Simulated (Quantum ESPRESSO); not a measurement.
# BP (F-43m): modes at Γ and the response to a field, part 2 of 3

Which modes does BP (F-43m) have at the zone centre?

Quantum ESPRESSO 7.5; DFT PBE, scalar-relativistic, plane waves, GBRV ultrasoft pseudopotentials.

So far. Step 2 (A first look): A gap of 1.3 eV opens on this mesh, so the crystal is taken as an insulator; the start stands at 1.0 GPa. Step 4 (Self-consistent run for the response): The cell stands at 0.022 GPa, close enough for phonons. The relaxed cell has a = 4.546 Å (conventional setting).

## (5) Linear response at Γ

At q = 0 one unit cell holds all displacements; symmetry groups them into irreducible representations that are solved one by one. The response to a field gives ε∞ and the Born charges, which polar modes need.

File ph.in:

```
phonons
&inputph
   prefix = 'x'
   outdir = './tmp'
   fildyn = 'g.dyn'
   tr2_ph = 1.0d-18
   epsil = .true.
/
0.000000000000 0.000000000000 0.000000000000
```

Command:

```console
> OMP_NUM_THREADS=1 mpirun -n 4 ph.x -nk 4 -in ph.in > ph.out
```

The log of the run:

```text
[banners, grids, parts of the stress and lines that vanish by symmetry left out]
[banner, memory and clock lines left out]
Program PHONON v.7.5

     ./tmp/x.save/

     IMPORTANT: XC functional enforced from input :
     Exchange-correlation= PBE
                           (   1   4   3   4   0   0   0)
     Any further DFT definition will be discarded
     Please, verify this is what you really want

     G-vector sticks info

     Reading collected, re-writing distributed wavefunctions in ./tmp/

     Number and degeneracy of irreps per q-point
       N         xq(1)         xq(2)         xq(3)   N irreps
       1   0.000000000   0.000000000   0.000000000       2
        3   3

     Calculation of q =    0.0000000   0.0000000   0.0000000

     phonons

     bravais-lattice index     =            2
     lattice parameter (alat)  =       8.5908  a.u.
     unit-cell volume          =     158.5053 (a.u.)^3
     number of atoms/cell      =            2
     number of atomic types    =            2
     kinetic-energy cut-off    =      50.0000  Ry
     charge density cut-off    =     400.0000  Ry
     convergence threshold     =      1.0E-18
     beta                      =       0.7000
     number of iterations used =            4
     Exchange-correlation= PBE
                           (   1   4   3   4   0   0   0)

     celldm(1)=    8.59082  celldm(2)=    0.00000  celldm(3)=    0.00000
     celldm(4)=    0.00000  celldm(5)=    0.00000  celldm(6)=    0.00000

     crystal axes: (cart. coord. in units of alat)
               a(1) = ( -0.5000  0.0000  0.5000 )
               a(2) = (  0.0000  0.5000  0.5000 )
               a(3) = ( -0.5000  0.5000  0.0000 )

     reciprocal axes: (cart. coord. in units 2 pi/alat)
               b(1) = ( -1.0000 -1.0000  1.0000 )
               b(2) = (  1.0000  1.0000  1.0000 )
               b(3) = ( -1.0000  1.0000 -1.0000 )

     Atoms inside the unit cell:

     Cartesian axes

     site n.  atom      mass           positions (alat units)
        1  B      10.8100   tau(    1) = (    0.00000    0.00000    0.00000  )
        2  P      30.9738   tau(    2) = (   -0.25000    0.25000    0.25000  )

     Computing dynamical matrix for
                    q = (   0.0000000   0.0000000   0.0000000 )

     25 Sym.Ops. (with q -> -q+G )

     G cutoff =  747.7723  (  21547 G-vectors)     FFT grid: ( 40, 40, 40)
     G cutoff =  373.8861  (   7631 G-vectors)  smooth grid: ( 27, 27, 27)
     number of k points=    72
                       cart. coord. in units 2pi/alat
        k(    1) = (   0.0000000   0.0000000   0.0000000), wk =   0.0011574
        k(    2) = (  -0.0833333   0.0833333  -0.0833333), wk =   0.0092593
        k(    3) = (  -0.1666667   0.1666667  -0.1666667), wk =   0.0092593
        [... further k-points left out ...]

     PseudoPot. # 1 for B  read from file:
     ./pseudo/B.upf
     Pseudo is Ultrasoft + core correction, Zval =  3.0
     Using radial grid of  781 points,  4 beta functions with:
                l(1) =   0
                l(2) =   0
                l(3) =   1
                l(4) =   1
     Q(r) pseudized with  8 coefficients,  rinner =    1.100   1.100   1.100

     PseudoPot. # 2 for P  read from file:
     ./pseudo/P.upf
     Pseudo is Ultrasoft + core correction, Zval =  5.0
     Using radial grid of  903 points,  6 beta functions with:
                l(1) =   0
                l(2) =   0
                l(3) =   1
                l(4) =   1
                l(5) =   2
                l(6) =   2
     Q(r) pseudized with  8 coefficients,  rinner =    1.300   1.300   1.300
                                                       1.300   1.300

     Mode symmetry, T_d (-43m)  point group:

     Electric field:
     Dielectric constant
     Born effective charges as d Force / d E

     Atomic displacements:
     There are    2 irreducible representations

     Representation     1      3 modes -  To be done

     Representation     2      3 modes -  To be done

     Alpha used in Ewald sum =   2.8000

     Electric Fields Calculation

      iter #   1   av.it.:   5.6
      thresh= 1.000E-02 alpha_mix =  0.700 |ddv_scf|^2 =  3.777E-08

      iter #   2   av.it.:  13.6
      thresh= 1.944E-05 alpha_mix =  0.700 |ddv_scf|^2 =  1.117E-09

      iter #   3   av.it.:  13.0
      thresh= 3.342E-06 alpha_mix =  0.700 |ddv_scf|^2 =  9.052E-11

      iter #   4   av.it.:  12.9
      thresh= 9.514E-07 alpha_mix =  0.700 |ddv_scf|^2 =  3.937E-13

      iter #   5   av.it.:  12.9
      thresh= 6.274E-08 alpha_mix =  0.700 |ddv_scf|^2 =  1.237E-14

      iter #   6   av.it.:  13.1
      thresh= 1.112E-08 alpha_mix =  0.700 |ddv_scf|^2 =  4.936E-17

      iter #   7   av.it.:  13.0
      thresh= 7.025E-10 alpha_mix =  0.700 |ddv_scf|^2 =  1.966E-18

      iter #   8   av.it.:  13.1
      thresh= 1.402E-10 alpha_mix =  0.700 |ddv_scf|^2 =  3.023E-20

     End of electric fields calculation

          Dielectric constant in cartesian axis

          (       9.177317609      -0.000000000       0.000000000 )
          (      -0.000000000       9.177317609      -0.000000000 )
          (      -0.000000000      -0.000000000       9.177317609 )

          Effective charges (d Force / dE) in cartesian axis without acoustic sum rule applied (asr)

           atom    1  B     Mean Z*:       -0.49383
      Ex  (       -0.49383        0.00000        0.00000 )
      Ey  (        0.00000       -0.49383       -0.00000 )
      Ez  (        0.00000       -0.00000       -0.49383 )
           atom    2  P     Mean Z*:        0.48999
      Ex  (        0.48999       -0.00000       -0.00000 )
      Ey  (       -0.00000        0.48999        0.00000 )
      Ez  (       -0.00000        0.00000        0.48999 )

          Effective charges Sum: Mean:       -0.00383
             -0.00383        0.00000       -0.00000
              0.00000       -0.00383       -0.00000
             -0.00000       -0.00000       -0.00383

          Effective charges (d Force / dE) in cartesian axis with asr applied:
           atom    1  B     Mean Z*:       -0.49191
      E*x (       -0.49191        0.00000        0.00000 )
      E*y (        0.00000       -0.49191       -0.00000 )
      E*z (        0.00000       -0.00000       -0.49191 )
           atom    2  P     Mean Z*:        0.49191
      E*x (        0.49191       -0.00000       -0.00000 )
      E*y (       -0.00000        0.49191        0.00000 )
      E*z (       -0.00000        0.00000        0.49191 )

     Representation #   1 modes #   1   2   3

     Self-consistent Calculation

      iter #   1   av.it.:   6.6
      thresh= 1.000E-02 alpha_mix =  0.700 |ddv_scf|^2 =  3.172E-08

      iter #   2   av.it.:  13.7
      thresh= 1.781E-05 alpha_mix =  0.700 |ddv_scf|^2 =  1.525E-09

      iter #   3   av.it.:  13.2
      thresh= 3.906E-06 alpha_mix =  0.700 |ddv_scf|^2 =  9.148E-11

      iter #   4   av.it.:  13.2
      thresh= 9.565E-07 alpha_mix =  0.700 |ddv_scf|^2 =  1.081E-13

      iter #   5   av.it.:  13.4
      thresh= 3.287E-08 alpha_mix =  0.700 |ddv_scf|^2 =  7.290E-15

      iter #   6   av.it.:  13.6
      thresh= 8.538E-09 alpha_mix =  0.700 |ddv_scf|^2 =  3.161E-17

[...]
End of self-consistent calculation

     Convergence has been achieved

     Representation #   2 modes #   4   5   6

     Self-consistent Calculation

[...]
iter #   2   av.it.:  13.5
      thresh= 1.892E-05 alpha_mix =  0.700 |ddv_scf|^2 =  1.243E-09

      iter #   3   av.it.:  12.6
      thresh= 3.526E-06 alpha_mix =  0.700 |ddv_scf|^2 =  8.313E-11

      iter #   4   av.it.:  11.7
      thresh= 9.118E-07 alpha_mix =  0.700 |ddv_scf|^2 =  8.372E-14

      iter #   5   av.it.:  13.8
      thresh= 2.893E-08 alpha_mix =  0.700 |ddv_scf|^2 =  6.088E-15

      iter #   6   av.it.:  13.1
      thresh= 7.803E-09 alpha_mix =  0.700 |ddv_scf|^2 =  1.431E-17

      iter #   7   av.it.:  13.8
      thresh= 3.783E-10 alpha_mix =  0.700 |ddv_scf|^2 =  1.057E-18

      iter #   8   av.it.:  13.9
      thresh= 1.028E-10 alpha_mix =  0.700 |ddv_scf|^2 =  1.035E-20

     End of self-consistent calculation

     Convergence has been achieved

     Number of q in the star =    1
     List of q in the star:
          1   0.000000000   0.000000000   0.000000000

          Dielectric constant in cartesian axis

          (       9.177317609      -0.000000000       0.000000000 )
          (      -0.000000000       9.177317609      -0.000000000 )
          (      -0.000000000      -0.000000000       9.177317609 )

          Effective charges (d Force / dE) in cartesian axis without acoustic sum rule applied (asr)

           atom    1  B     Mean Z*:       -0.49383
      Ex  (       -0.49383        0.00000        0.00000 )
      Ey  (        0.00000       -0.49383       -0.00000 )
      Ez  (        0.00000       -0.00000       -0.49383 )
           atom    2  P     Mean Z*:        0.48999
      Ex  (        0.48999       -0.00000       -0.00000 )
      Ey  (       -0.00000        0.48999        0.00000 )
      Ez  (       -0.00000        0.00000        0.48999 )

          Effective charges Sum: Mean:       -0.00383
             -0.00383        0.00000       -0.00000
              0.00000       -0.00383       -0.00000
             -0.00000       -0.00000       -0.00383

          Effective charges (d Force / dE) in cartesian axis with asr applied:
           atom    1  B     Mean Z*:       -0.49191
      E*x (       -0.49191        0.00000        0.00000 )
      E*y (        0.00000       -0.49191       -0.00000 )
      E*z (        0.00000       -0.00000       -0.49191 )
           atom    2  P     Mean Z*:        0.49191
      E*x (        0.49191       -0.00000       -0.00000 )
      E*y (       -0.00000        0.49191        0.00000 )
      E*z (       -0.00000        0.00000        0.49191 )

     Diagonalizing the dynamical matrix

     q = (    0.000000000   0.000000000   0.000000000 )

 **************************************************************************
     freq (    1) =       0.042900 [THz] =       1.430974 [cm-1]
     freq (    2) =       0.042900 [THz] =       1.430974 [cm-1]
     freq (    3) =       0.042900 [THz] =       1.430974 [cm-1]
     freq (    4) =      23.986510 [THz] =     800.103841 [cm-1]
     freq (    5) =      23.986510 [THz] =     800.103841 [cm-1]
     freq (    6) =      23.986510 [THz] =     800.103841 [cm-1]
 **************************************************************************

     Mode symmetry, T_d (-43m)  point group:

     freq (   1-   3) =          1.4  [cm-1]   --> T_2  G_15 P_4   I+R
     freq (   4-   6) =        800.1  [cm-1]   --> T_2  G_15 P_4   I+R
```

Elapsed: 29 s, on 4 MPI ranks of Intel Xeon 6975P-C (Granite Rapids), shared host; 1.9 min of CPU time.

This step gave:

```
miss of the charge sum rule                                       : 0.003840 e
largest acoustic frequency at the zone centre before the sum rule : 1.43 cm⁻¹
highest optical zone-centre mode (no LO-TO term)                  : 800.1 cm⁻¹
lowest optical zone-centre mode                                   : 800.1 cm⁻¹
mean high-frequency dielectric constant                           : 9.177
largest Born charge in size (third of the trace)                  : 0.4938 e
```

Born charge (rows field, columns displacement), before the sum rule (e), principal values of the symmetric part by kind of site:

| atom | atoms with these values | low | middle | high | mean |
| --- | --- | --- | --- | --- | --- |
| B1 | 1 | -0.4938 | -0.4938 | -0.4938 | -0.4938 |
| P2 | 1 | 0.4900 | 0.4900 | 0.4900 | 0.4900 |

In full for P2:

```
0.4900 0.0000 0.0000
0.0000 0.4900 0.0000
0.0000 0.0000 0.4900
```

High-frequency dielectric tensor:

```
9.18 0.00 0.00
0.00 9.18 0.00
0.00 0.00 9.18
```

The acoustic modes at Γ come out as far as 1.4 cm⁻¹ from zero, where they should vanish, a small numerical error; the Born charges miss their sum rule by 0.0038 e, which is good.

## (6) Modes with the sum rule

A rigid shift of the crystal must cost nothing, but grids and finite bases break this; the acoustic sum rule is imposed before the matrix is diagonalised again. With Born charges the intensities follow, and the static dielectric tensor.

File dynmat.in:

```
&input
   fildyn = 'g.dyn'
   asr = 'simple'
   fileig = 'dynmat.eig'
   lperm = .true.
/
```

Command:

```console
> dynmat.x -in dynmat.in > dynmat.out
```

The log of the run:

```text
[banner, memory and clock lines left out]
Program DYNMAT v.7.5

     Reading Dynamical Matrix from file g.dyn
     ...Force constants read
     ...epsilon and Z* read
     A direction for q was not specified:TO-LO splitting will be absent

     Polarizability (A^3 units)
     multiply by 0.268401 for Clausius-Mossotti correction
        15.284389   -0.000000   -0.000000
        -0.000000   15.284389   -0.000000
         0.000000   -0.000000   15.284389

     IR activities are in (D/A)^2/amu units

# mode   [cm-1]    [THz]      IR
    1     -0.00   -0.0000    0.0000
    2      0.00    0.0000    0.0000
    3      0.00    0.0000    0.0000
    4    800.10   23.9864    0.6967
    5    800.10   23.9864    0.6967
    6    800.10   23.9864    0.6967

Electronic dielectric permittivity tensor (relative, adimensional)
         9.177318   -0.000000   -0.000000
        -0.000000    9.177318   -0.000000
         0.000000   -0.000000    9.177318

 ... with zone-center polar mode contributions
         9.276138   -0.000000    0.000000
        -0.000000    9.276138   -0.000000
         0.000000   -0.000000    9.276138
```

Elapsed: 0.68 s, on 1 thread.

Read from the output:

```
mean static dielectric constant : 9.276
```

Unit eigenvectors of the mass-weighted matrix after the sum rule; no LO-TO term. The modes at Γ (shares of kinetic energy by element, %):

| mode | frequency (cm⁻¹) | symmetry | B % | P % |
| --- | --- | --- | --- | --- |
| 1 | 0.0 | acoustic | 26 | 74 |
| 2 | 0.0 | acoustic | 26 | 74 |
| 3 | 0.0 | acoustic | 26 | 74 |
| 4 | 800.1 | T2 | 74 | 26 |
| 5 | 800.1 | T2 | 74 | 26 |
| 6 | 800.1 | T2 | 74 | 26 |

Displacements in mode 6 (800.1 cm⁻¹), the largest set to 1:
```
B1   0.00  0.00  1.00
P2   0.00  0.00 -0.35
```

Degenerate modes summed, no LO-TO term. Lines of the infrared spectrum (strongest = 100):

| position (cm⁻¹) | lines merged | label | IR intensity, relative |
| --- | --- | --- | --- |
| 800 | 3 | T2 | 100 |

Static dielectric tensor (ions relaxed, fixed cell):

```
9.28 0.00 0.00
0.00 9.28 0.00
0.00 0.00 9.28
```

The rule moves no optical mode by more than 0.1 cm⁻¹.

[end of part 2 of 3]

[Host names and launcher messages were left out of these logs when they were recorded.]

[Logs are printed without paths, hosts, clocks, repeated set-up lines and the standing remarks that a program may print on its own settings, such as how far it seeks lower states.]

[Hosts, paths, dates, database ids (printed as entryN), source tags and the programs' standing remarks are cut or masked in the printed files.]
